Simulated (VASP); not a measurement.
## Ba: relaxation of cell and atoms with PBE+D3(BJ)

The system is Ba.

```
Ba
1.0
    -2.51250    2.51250    2.51250
     2.51250   -2.51250    2.51250
     2.51250    2.51250   -2.51250
Ba
1
Direct
  0.00000 0.00000 0.00000
```

```json
{
 "Program": "VASP 6.6.1",
 "Task": "relaxation of cell and atoms",
 "Functional": "PBE",
 "Dispersion": "D3(BJ)",
 "Potentials or basis": "VASP PAW PBE potentials, release 64 (Ba_sv)",
 "Cutoff": "600 eV",
 "k mesh": "12 × 12 × 12",
 "Occupations": "gaussian, width 0.1 eV",
 "Spin": "no spin polarisation",
 "Further INCAR settings": "ALGO = Fast; EDIFF = 1e-07; IBRION = 2; EDIFFG = -0.005; NSW = 90; ISIF = 3"
}
```

```
Relaxed volume                         : 60.02 Å³/atom
Relaxed cell                           : a = 4.272 Å, b = 4.272 Å, c = 4.272 Å, α = 109.47°, β = 109.47°, γ = 109.47°
Space group after relaxing (to 0.05 Å) : Im-3m (No. 229)
Energy gained by relaxing              : 5.2 meV/atom
Ionic steps                            : 3
Pressure after relaxing                : 0.0 GPa
Band gap on the k mesh                 : none (metal or under the smearing width)
Dispersion energy per atom             : -0.209 eV
```

Step by step:
```tsv
step	energy change (eV)	largest force (eV/Å)	pressure (GPa)	volume (Å³)
1	0.0000	0.0000	-0.46	63.44
2	-0.0038	0.0000	-0.25	61.77
3	-0.0052	0.0000	-0.01	60.02
```

Final structure:
```
Ba
1.0
    -2.46648    2.46648    2.46648
     2.46648   -2.46648    2.46648
     2.46648    2.46648   -2.46648
Ba
1
Direct
  0.00000 0.00000 0.00000
```

Levels at points of the mesh, in eV from the Fermi level:
```
           k point  band 3  band 4  band 5  band 6  band 7  band 8
(0.00, 0.00, 0.00)  -13.72  -13.72   -2.77    1.89    1.89    1.89
(0.50, 0.00, 0.00)  -13.89  -13.73   -0.92    0.69    1.40    3.34
(0.50, 0.50, 0.50)  -14.09  -14.09   -0.61   -0.61    4.61    4.61
```

Wall time 87 s on 1 thread of AMD EPYC 9R45 (Zen 5), on a shared host, peak memory 0.22 GiB.

Caveat: pairwise dispersion overbinds metals, which lowers pressure and volume. Spin-orbit coupling is left out, which matters for the levels of Ba.
